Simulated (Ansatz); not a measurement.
Here is an Ansatz 0.2.0 calculation.

input.yaml

```yaml
crystal:
  lattice:
    - [3.2093, 0.0, 0.0]
    - [-1.60465, 2.7793353284, 0.0]
    - [0.0, 0.0, 5.2103]
  atoms:
    - { symbol: Mg, position: [0.6666666667, 0.3333333333, 0.75] }
    - { symbol: Mg, position: [0.3333333333, 0.6666666667, 0.25] }
kpoints:
  mp_grid: { grid: [7, 7, 4] }
scf:
  occupations: { method: fermi_dirac, width: 0.04 }
hamiltonian:
  xc: pbe
  pseudopotentials: { kind: all_electron, lapw: { basis_error: 0.002 } }
output:
  forces: true
  stress: true
  eigenvalues: true
```

Potentials or basis: all-electron LAPW, scalar-relativistic.

Launch:

```console
$ ansatz run input.yaml --threads 1 --pin off --max-ram 3072MiB --backend cpu --events-out ev --progress --plain --runs-dir out
```

Task: What does it give for the band gap on the k mesh?

Result: None (metal or under the smearing width).

Task: What does it give for the pressure?

Result: -0.3 GPa.

Stress tensor (GPa, compression positive):
```
-1.21  0.00  0.00
 0.00 -1.21  0.00
 0.00  0.00  1.63
```
